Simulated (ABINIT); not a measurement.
# MgO (Fm-3m) in ABINIT: further runs, part 2 of 2

ABINIT 10.8.3 (patched build). The steps go on from the part before.

### Step 4. Band structure, PBE

File run.abi:

```
# Datasets: ground state, then fixed potential
ndtset 2

# Pseudopotentials
pp_dirpath "./"
pseudos "Mg_ONCV_PBE-1.2.upf, O_ONCV_PBE-1.2.upf"

# Structure
acell 3*1.0
rprim
     0.0000000000     3.9627583152     3.9627583152
     3.9627583152     0.0000000000     3.9627583152
     3.9627583152     3.9627583152     0.0000000000
ntypat 2
znucl 12 8
natom 2
typat 1 2
xred
     0.0000000000     0.0000000000     0.0000000000
     0.5000000000     0.5000000000     0.5000000000

# Plane-wave basis
ecut 42.0

# Exchange and correlation
ixc 11

# Bands and occupations
occopt 3
tsmear 0.05 eV

# SCF cycle
nstep 100

# Output
iomode 3
prtwf 0
prteig 0
prtebands 0
enunit 1
prtden1 1
prtvha1 1
prtvclmb1 1
prtpot1 1
prtelf1 1

# Dataset 1
kptopt1 1
ngkpt1 11 11 11
nshiftk1 1
shiftk1 0.0 0.0 0.0
nband1 12
tolvrs1 1.0e-10

# Dataset 2: bands along G-X-W-K-G-L-U-W-L-K
iscf2 -2
getden2 1
nband2 16
nbdbuf2 2
tolwfr2 1.0e-12
kptopt2 -9
ndivsm2 8
prteig2 1
kptbounds2
     0.0000000000     0.0000000000     0.0000000000
     0.5000000000     0.0000000000     0.5000000000
     0.5000000000     0.2500000000     0.7500000000
     0.3750000000     0.3750000000     0.7500000000
     0.0000000000     0.0000000000     0.0000000000
     0.5000000000     0.5000000000     0.5000000000
     0.6250000000     0.2500000000     0.6250000000
     0.5000000000     0.2500000000     0.7500000000
     0.5000000000     0.5000000000     0.5000000000
     0.3750000000     0.3750000000     0.7500000000
```

Potentials or basis: SG15 NC PBE v1.2.

Command:

```console
$ abinit run.abi > log 2>&1
```

run.abo:

```text
.Version 10.8.3 of ABINIT
 DATASET    1 : space group Fm -3 m (#225); Bravais cF (face-center cubic)
================================================================================
 Values of the parameters that define the memory need for DATASET  1.
     intxc =       0    ionmov =       0      iscf =       7    lmnmax =       4
     lnmax =       4     mgfft =      36  mpssoang =       2    mqgrid =    3001
     natom =       2  nloc_mem =       1    nspden =       1   nspinor =       1
    nsppol =       1      nsym =      48    n1xccc =       0    ntypat =       2
    occopt =       3   xclevel =       2
       mpw =        1633          nfft =       46656          nkpt =          56
================================================================================
================================================================================

 DATASET    2 : space group Fm -3 m (#225); Bravais cF (face-center cubic)
================================================================================
 Values of the parameters that define the memory need for DATASET  2.
     intxc =       0    ionmov =       0      iscf =      -2    lmnmax =       4
     lnmax =       4     mgfft =      36  mpssoang =       2    mqgrid =    3001
     natom =       2  nloc_mem =       1    nspden =       1   nspinor =       1
    nsppol =       1      nsym =      48    n1xccc =       0    ntypat =       2
    occopt =       3   xclevel =       2
       mpw =        1639          nfft =       46656          nkpt =         139
================================================================================
================================================================================

--------------------------------------------------------------------------------
------------- Echo of variables that govern the present computation ------------
--------------------------------------------------------------------------------
 -outvars: echo values of preprocessed input variables --------
            acell      1.0000000000E+00  1.0000000000E+00  1.0000000000E+00 Bohr
              amu      2.43050000E+01  1.59994000E+01
             ecut      4.20000000E+01 Hartree
           enunit           1
           getden1          0
           getden2          1
             iscf1          7
             iscf2         -2
                       outvar_i_n : Printing only first  50 k-points.
              ixc          11
           jdtset        1    2
                       outvar_i_n : Printing only first  50 k-points.
           kptopt1          1
           kptopt2         -9
         kptrlatt       11    0    0      0   11    0      0    0   11
          kptrlen1     6.16460521E+01
          kptrlen2     3.00000000E+01
            natom           2
            nband1         12
            nband2         16
           nbdbuf1          0
           nbdbuf2          2
           ndtset           2
           ndivsm1          0
           ndivsm2          8
            ngfft          36      36      36
             nkpt1         56
             nkpt2        139
            nstep         100
             nsym          48
           ntypat           2
                       prtocc : prtvol=0, do not print more k-points.
           occopt           3
        prtebands           0
           prteig1          0
           prteig2          1
           prtelf1          1
           prtelf2          0
           prtpot1          1
           prtpot2          0
         prtvclmb1          1
[... 1074 lines left out ...]
  2.48E-13  9.65E-13  6.11E-13  5.96E-13  1.52E-13  4.62E-13  1.89E-13  4.32E-13
  2.39E-13  1.46E-13  4.13E-13  8.45E-13  2.04E-13  7.50E-13  2.38E-06  7.12E-05
 -2.4457E+00 -1.2272E+00 -1.2267E+00 -1.2257E+00 -3.6417E-01  8.2778E-02
  1.1158E-01  1.6940E-01  5.8661E-01  6.5175E-01  6.7659E-01  8.8601E-01
  8.9252E-01  1.1445E+00  1.2284E+00  1.2632E+00

--- !ResultsGS
iteration_state: {dtset: 2, }
comment   : Summary of ground state results
lattice_vectors:
- [  0.0000000,   3.9627583,   3.9627583, ]
- [  3.9627583,   0.0000000,   3.9627583, ]
- [  3.9627583,   3.9627583,   0.0000000, ]
lattice_lengths: [   5.60419,    5.60419,    5.60419, ]
lattice_angles: [ 60.000,  60.000,  60.000, ] # degrees, (23, 13, 12)
lattice_volume:   1.2445798E+02
convergence: {deltae:  0.000E+00, res2:  0.000E+00, residm:  9.985E-13, diffor:  0.000E+00, }
etotal    :  -7.04263065E+01
entropy   :   0.00000000E+00
fermie    :   3.19062365E-01
cartesian_stress_tensor: null
pressure_GPa: null
xred      :
- [  0.0000E+00,   0.0000E+00,   0.0000E+00, Mg]
- [  5.0000E-01,   5.0000E-01,   5.0000E-01,  O]
cartesian_forces: null
force_length_stats: {min: null, max: null, mean: null, }
...

 Integrated electronic density in atomic spheres:
 ------------------------------------------------
 Atom  Sphere_radius  Integrated_density
    1        2.00000          8.41148214
    2        2.00000          6.33242201
================================================================================

 ----iterations are completed or convergence reached----

 Mean square residual over all n,k,spin=   41.384E-14; max=  99.849E-14
 reduced coordinates (array xred) for    2 atoms
       0.000000000000      0.000000000000      0.000000000000
       0.500000000000      0.500000000000      0.500000000000

 cartesian coordinates (angstrom) at end:
    1      0.00000000000000     0.00000000000000     0.00000000000000
    2      2.09700139129758     2.09700139129758     2.09700139129758
 length scales=  1.000000000000  1.000000000000  1.000000000000 bohr
              =  0.529177210544  0.529177210544  0.529177210544 angstroms
 Eigenvalues (   eV  ) for nkpt= 139  k points:
 kpt#   1, nband= 16, wtk=  1.00000, kpt=  0.0000  0.0000  0.0000 (reduced coord)
 -66.56354  -33.33019  -33.33019  -33.33019  -11.51337    5.75847    5.75847    5.75847
  10.65297   21.73424   21.73424   21.73424   25.57272   27.56633   27.56633   30.36115
 kpt#   2, nband= 16, wtk=  1.00000, kpt=  0.0217  0.0000  0.0217 (reduced coord)
 -66.56348  -33.33059  -33.33033  -33.33033  -11.50623    5.71830    5.75082    5.75082
  10.69820   21.61162   21.75126   21.75126   25.72747   27.41602   27.58109   30.39270
 kpt#   3, nband= 16, wtk=  1.00000, kpt=  0.0435  0.0000  0.0435 (reduced coord)
 -66.56328  -33.33178  -33.33074  -33.33074  -11.48492    5.60261    5.72811    5.72811
  10.82917   21.29085   21.80181   21.80181   26.14463   27.03142   27.62535   30.46215
 kpt#   4, nband= 16, wtk=  1.00000, kpt=  0.0652  0.0000  0.0652 (reduced coord)
 -66.56291  -33.33374  -33.33142  -33.33142  -11.44980    5.42373    5.69105    5.69105
  11.03368   20.85739   21.88446   21.88446   26.51756   26.73875   27.69903   30.56935
 kpt#   5, nband= 16, wtk=  1.00000, kpt=  0.0870  0.0000  0.0870 (reduced coord)
 -66.56248  -33.33640  -33.33235  -33.33235  -11.40147    5.19709    5.64076    5.64076
  11.29654   20.37379   21.99691   21.99691   25.93930   27.44724   27.80197   30.72841
 kpt#   6, nband= 16, wtk=  1.00000, kpt=  0.1087  0.0000  0.1087 (reduced coord)
 -66.56197  -33.33972  -33.33352  -33.33352  -11.34075    4.93770    5.57872    5.57872
[... 386 lines left out ...]
 -66.55222  -33.39921  -33.37119  -33.34814   -9.97289    2.01774    3.31171    4.76461
  15.88192   18.00911   18.83471   23.60001   24.97819   29.59319   32.87989   34.63884
 kpt# 136, nband= 16, wtk=  1.00000, kpt=  0.4018  0.4018  0.6964 (reduced coord)
 -66.55199  -33.39598  -33.37551  -33.34944   -9.94942    2.16148    3.11743    4.71928
  16.00365   17.99078   18.59557   23.75888   24.70373   29.91588   33.37928   34.40935
 kpt# 137, nband= 16, wtk=  1.00000, kpt=  0.3929  0.3929  0.7143 (reduced coord)
 -66.55182  -33.39324  -33.37902  -33.35068   -9.93008    2.27342    2.98071    4.67754
  16.04616   17.97523   18.42409   23.89789   24.49530   30.28911   33.66226   34.27670
 kpt# 138, nband= 16, wtk=  1.00000, kpt=  0.3839  0.3839  0.7321 (reduced coord)
 -66.55165  -33.39196  -33.38067  -33.35181   -9.91636    2.30706    2.94998    4.64064
  16.02431   17.89389   18.36759   24.01498   24.35687   30.70423   33.61098   34.47599
 kpt# 139, nband= 16, wtk=  1.00000, kpt=  0.3750  0.3750  0.7500 (reduced coord)
 -66.55155  -33.39290  -33.37963  -33.35281   -9.90968    2.25251    3.03631    4.60965
  15.96245   17.73499   18.41095   24.10969   24.28670   31.14244   33.42723   34.37333

== END DATASET(S) ==============================================================
================================================================================

 -outvars: echo values of variables after computation  --------
            acell      1.0000000000E+00  1.0000000000E+00  1.0000000000E+00 Bohr
           etotal1    -7.0426306483E+01
            fcart1    -0.0000000000E+00 -0.0000000000E+00 -0.0000000000E+00
                      -0.0000000000E+00 -0.0000000000E+00 -0.0000000000E+00
            rprim      0.0000000000E+00  3.9627583152E+00  3.9627583152E+00
                       3.9627583152E+00  0.0000000000E+00  3.9627583152E+00
                       3.9627583152E+00  3.9627583152E+00  0.0000000000E+00
           strten1    -2.3468302901E-04 -2.3468302901E-04 -2.3468302901E-04
                       0.0000000000E+00  0.0000000000E+00  0.0000000000E+00
           xangst      0.0000000000E+00  0.0000000000E+00  0.0000000000E+00
                       2.0970013913E+00  2.0970013913E+00  2.0970013913E+00
             xred      0.0000000000E+00  0.0000000000E+00  0.0000000000E+00
                       5.0000000000E-01  5.0000000000E-01  5.0000000000E-01
 Calculation completed.
```

Run time: 65 s. Hardware: 1 thread of Arm Neoverse V2, shared host; peak memory 0.12 GiB.

Results:

```
Free energy                                           : -1916.3974 eV
Pressure                                              : 6.9 GPa
Band gap on the k mesh                                : 4.89 eV, direct
Band gap along the path                               : 4.89 eV, direct
Valence electrons inside the program's atomic spheres : Mg 8.41; O 6.33
```

Levels at the corners of the path, in eV from the valence-band top:
```
point  band 6  band 7  band 8  band 9  band 10  band 11
    Γ    0.00    0.00    0.00    4.89    15.98    15.98
    X   -4.10   -1.35   -1.35    9.20    10.18    13.23
    W   -2.97   -2.97   -1.78   11.76    11.76    12.38
    K   -3.51   -2.72   -1.15   10.20    11.98    12.65
    Γ    0.00    0.00    0.00    4.89    15.98    15.98
    L   -4.65   -0.66   -0.66    8.01    12.76    16.51
    U   -3.51   -2.72   -1.15   10.20    11.98    12.65
    W   -2.97   -2.97   -1.78   11.76    11.76    12.38
    L   -4.65   -0.66   -0.66    8.01    12.76    16.51
    K   -3.51   -2.72   -1.15   10.20    11.98    12.65
```

### Step 5. Equation of state, LDA

File run.abi:

```
# Datasets: one volume each
ndtset 7
getwfk -1
scalecart1 3*0.9795861087
scalecart2 3*0.9864848297
scalecart3 3*0.9932883884
scalecart4 3*1.0000000000
scalecart5 3*1.0066227096
scalecart6 3*1.0131594038
scalecart7 3*1.0196128224

# Pseudopotentials
pp_dirpath "./"
pseudos "Mg.LDA_PW-JTH.xml, O.LDA_PW-JTH.xml"

# Structure
acell 2.9656078099 2.9656078099 2.9656078099 Angstrom
rprim
     0.0000000000     0.7071067812     0.7071067812
     0.7071067812     0.0000000000     0.7071067812
     0.7071067812     0.7071067812     0.0000000000
ntypat 2
znucl 12 8
natom 2
typat 1 2
xred
     0.0000000000     0.0000000000     0.0000000000
     0.5000000000     0.5000000000     0.5000000000

# Plane-wave basis
ecut 18.0
pawecutdg 36.0

# k points
kptopt 1
ngkpt 11 11 11
nshiftk 1
shiftk 0.0 0.0 0.0

# Exchange and correlation
ixc 7

# Bands and occupations
nband 12
occopt 3
tsmear 0.00183747

# SCF cycle
nstep 100
tolvrs 1.0e-9

# Output
iomode 3
prtwf 1
prtden 0
prteig 0
prtebands 0
```

Potentials or basis: JTH PAW LDA v2.0.

Command:

```console
$ abinit run.abi > log 2>&1
```

run.abo:

```text
.Version 10.8.3 of ABINIT
 DATASET    1 : space group Fm -3 m (#225); Bravais cF (face-center cubic)
================================================================================
 Values of the parameters that define the memory need for DATASET  1.
     intxc =       0    ionmov =       0      iscf =      17    lmnmax =       8
     lnmax =       4     mgfft =      24  mpssoang =       2    mqgrid =    3001
     natom =       2  nloc_mem =       2    nspden =       1   nspinor =       1
    nsppol =       1      nsym =      48    n1xccc =       1    ntypat =       2
    occopt =       3   xclevel =       1
       mpw =         440          nfft =       13824          nkpt =          56
 PAW method is used; the additional fine FFT grid is defined by:
   mgfftf=        30    nfftf =     27000
================================================================================
================================================================================
[... 71 lines left out ...]
 DATASET    7 : space group Fm -3 m (#225); Bravais cF (face-center cubic)
================================================================================
 Values of the parameters that define the memory need for DATASET  7.
     intxc =       0    ionmov =       0      iscf =      17    lmnmax =       8
     lnmax =       4     mgfft =      24  mpssoang =       2    mqgrid =    3001
     natom =       2  nloc_mem =       2    nspden =       1   nspinor =       1
    nsppol =       1      nsym =      48    n1xccc =       1    ntypat =       2
    occopt =       3   xclevel =       1
       mpw =         503          nfft =       13824          nkpt =          56
 PAW method is used; the additional fine FFT grid is defined by:
   mgfftf=        32    nfftf =     32768
================================================================================
================================================================================

--------------------------------------------------------------------------------
------------- Echo of variables that govern the present computation ------------
--------------------------------------------------------------------------------
 -outvars: echo values of preprocessed input variables --------
            acell      5.6041865576E+00  5.6041865576E+00  5.6041865576E+00 Bohr
              amu      2.43050000E+01  1.59994000E+01
             ecut      1.80000000E+01 Hartree
[... 163 lines left out ...]

   2.46555677E+02                                ecore*ucvol(ha*bohr**3)
--------------------------------------------------------------------------------

================================================================================

--- !BeginCycle
iteration_state: {dtset: 1, }
solver: {iscf: 17, nstep: 100, nline: 4, wfoptalg: 10, }
tolerances: {tolvrs: 1.00E-09, }
...
[... 1265 lines left out ...]
-Cartesian components of stress tensor (GPa)         [Pressure= -1.3748E+01 GPa]
- sigma(1 1)=  1.37477955E+01  sigma(3 2)=  0.00000000E+00
- sigma(2 2)=  1.37477955E+01  sigma(3 1)=  0.00000000E+00
- sigma(3 3)=  1.37477955E+01  sigma(2 1)=  0.00000000E+00

== END DATASET(S) ==============================================================
================================================================================

 -outvars: echo values of variables after computation  --------
            acell      5.6041865576E+00  5.6041865576E+00  5.6041865576E+00 Bohr
           etotal1    -7.9765937740E+01
           etotal2    -7.9766437887E+01
           etotal3    -7.9766584271E+01
           etotal4    -7.9766436504E+01
           etotal5    -7.9766059842E+01
           etotal6    -7.9765400690E+01
           etotal7    -7.9764541115E+01
            fcart1    -0.0000000000E+00 -0.0000000000E+00 -0.0000000000E+00
                      -0.0000000000E+00 -0.0000000000E+00 -0.0000000000E+00
            fcart2    -0.0000000000E+00 -0.0000000000E+00 -0.0000000000E+00
                      -0.0000000000E+00 -0.0000000000E+00 -0.0000000000E+00
            fcart3    -0.0000000000E+00 -0.0000000000E+00 -0.0000000000E+00
                      -0.0000000000E+00 -0.0000000000E+00 -0.0000000000E+00
            fcart4    -0.0000000000E+00 -0.0000000000E+00 -0.0000000000E+00
                      -0.0000000000E+00 -0.0000000000E+00 -0.0000000000E+00
            fcart5    -0.0000000000E+00 -0.0000000000E+00 -0.0000000000E+00
                      -0.0000000000E+00 -0.0000000000E+00 -0.0000000000E+00
[... 38 lines left out ...]
                       0.0000000000E+00  0.0000000000E+00  0.0000000000E+00
           xangst1     0.0000000000E+00  0.0000000000E+00  0.0000000000E+00
                       2.0541934343E+00  2.0541934343E+00  2.0541934343E+00
           xangst2     0.0000000000E+00  0.0000000000E+00  0.0000000000E+00
                       2.0686600618E+00  2.0686600618E+00  2.0686600618E+00
           xangst3     0.0000000000E+00  0.0000000000E+00  0.0000000000E+00
                       2.0829271339E+00  2.0829271339E+00  2.0829271339E+00
           xangst4     0.0000000000E+00  0.0000000000E+00  0.0000000000E+00
                       2.0970013928E+00  2.0970013928E+00  2.0970013928E+00
           xangst5     0.0000000000E+00  0.0000000000E+00  0.0000000000E+00
                       2.1108892240E+00  2.1108892240E+00  2.1108892240E+00
           xangst6     0.0000000000E+00  0.0000000000E+00  0.0000000000E+00
                       2.1245966809E+00  2.1245966809E+00  2.1245966809E+00
           xangst7     0.0000000000E+00  0.0000000000E+00  0.0000000000E+00
                       2.1381295086E+00  2.1381295086E+00  2.1381295086E+00
             xred      0.0000000000E+00  0.0000000000E+00  0.0000000000E+00
                       5.0000000000E-01  5.0000000000E-01  5.0000000000E-01
 Calculation completed.
```

Wall time 45 s (1 thread of Arm Neoverse V2, shared host); peak memory 0.11 GiB.

What came out:

* Equilibrium volume: 9.04 Å³/atom
* Bulk modulus: 171 GPa
* Pressure derivative of the bulk modulus: 4.1 (rough: it moves with the points fitted)

Energy against volume, from the lowest point:
```
volume (Å³/atom)  energy (meV/atom)
           8.668               8.80
           8.853               1.99
           9.037               0.00
           9.221               2.01
           9.406               7.14
           9.590              16.10
           9.775              27.80
```

Caveat: the cutoff is too short for stress, so the log's stress isn't used; pressures at fixed basis lie under the slope of the energies.

### Step 6. Summary

| task | level | potentials or basis | cutoff (eV) | fine-grid cutoff | gap on the mesh (eV) | pressure (GPa) | V0 of scaled cells (Å³/atom) | B0 (GPa) |
| --- | --- | --- | --- | --- | --- | --- | --- | --- |
| equation of state | PW91 | JTH PAW PBE v2.0 | 626 | 1224.51 eV | - | - | 9.61 | 150 |
| band structure | PBE | PseudoDojo NC SR PBE v0.4.1 standard | 1143 | - | 4.89 | 6.7 | - | - |
| band structure | PBE | SG15 NC PBE v1.2 | 1143 | - | 4.89 | 6.9 | - | - |
| equation of state | LDA | JTH PAW LDA v2.0 | 490 | 979.61 eV | - | - | 9.04 | 171 |

Alike in all rows: no spin polarisation; cell as given; k mesh 11 × 11 × 11; smearing fermi-dirac 0.05 eV.

Caveats: pressures at fixed basis lie under the slope of the energies (some runs); the PAW data sets were made with another functional, which shifts forces and pressure a little (some runs).

Total energies depend on the potentials used, so only differences within one code and one set of settings carry meaning.

### Step 7. Against experiment

Step 3. Measured gap of MgO: 7.83 eV (quoted in “Electronic structure of alkaline earth and post-transition metal oxides”, 2009, arxiv:0908.1581). This calculation gives 4.90 eV (-2.93 eV). The value is that of PBE, without temperature or zero-point motion. Semilocal functionals fall short of measured gaps as a rule. The cell is a database's relaxed one, not the measured one, which moves gaps too.

Step 4. A measured gap of MgO is 7.83 eV (quoted in “Electronic structure of alkaline earth and post-transition metal oxides”, 2009, arxiv:0908.1581); the calculated 4.89 eV misses it by -2.94 eV. The value is that of PBE, without temperature or zero-point motion. Semilocal functionals fall short of measured gaps as a rule. The cell is a database's relaxed one, not the measured one, which moves gaps too.
